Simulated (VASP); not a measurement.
Here is a VASP 6.6.1 calculation.

Contents of INCAR:

```
SYSTEM = Co
PREC = Accurate
ENCUT = 520
EDIFF = 1E-6
ISMEAR = -1
SIGMA = 0.05
LREAL = .FALSE.
LASPH = .TRUE.
NELM = 150
ALGO = Fast
ISIF = 2
LWAVE = .FALSE.
LCHARG = .FALSE.
ISPIN = 2
MAGMOM = 2 2 2 2 2
LORBIT = 11
LMAXMIX = 4
LDIPOL = .TRUE.
IDIPOL = 3
DIPOL = 0.5 0.5 0.499
GGA = RE
IBRION = 2
NSW = 60
EDIFFG = -0.005
```

The input KPOINTS:

```
Automatic mesh
0
G
  9 9 1
  0 0 0
```

Contents of POSCAR:

```
Co
1.0
    2.4873648738      0.0000000000      0.0000000000
   -1.2436824369      2.1541211692      0.0000000000
    0.0000000000      0.0000000000     23.1265790068
Co
5
Selective dynamics
Direct
    0.6666666700      0.3333333400      0.3243021805  F F F
    0.3333333300      0.6666666600      0.4086859779  F F F
    0.6666666700      0.3333333400      0.5000000000  T T T
    0.3333333300      0.6666666600      0.5843837973  T T T
    0.6666666700      0.3333333400      0.6756978195  T T T
```

Potentials or basis: VASP PAW PBE potentials, release 64 (Co).

Command:

```console
$ cat potpaw_PBE.64/Co/POTCAR > POTCAR
$ mpirun -np 1 vasp_std > vasp.out
```

**Question.** Estimate the energy gained by relaxing.

**Answer.** 12.0 meV/atom.

**Question.** Predict the net moment.

**Answer.** 8.06 μB per cell.

**Question.** What does it give for the band gap on the k mesh?

**Answer.** None (metal or under the smearing width).

**Question.** What does it give for the site moments?

**Answer.** Co +1.69, +1.60, +1.58, +1.61, +1.70 μB.

Step by step:
```tsv
step	energy change (eV)	largest force (eV/Å)	pressure (GPa)
1	0.0000	0.9200	-0.65
2	-0.0479	0.3807	-0.67
3	-0.0577	0.1924	-0.53
4	-0.0578	0.1947	-0.54
5	-0.0586	0.2112	-0.48
6	-0.0591	0.2332	-0.40
7	-0.0593	0.2343	-0.38
8	-0.0593	0.2336	-0.37
9	-0.0594	0.2220	-0.38
10	-0.0598	0.1948	-0.29
11	-0.0596	0.1856	-0.14
12	-0.0599	0.1791	-0.24
13	-0.0599	0.1789	-0.19
14	-0.0599	0.1787	-0.19
15	-0.0599	0.1797	-0.20
16	-0.0599	0.1791	-0.19
```

Caveat: the PAW data sets were made with another functional, which shifts forces and pressure a little.
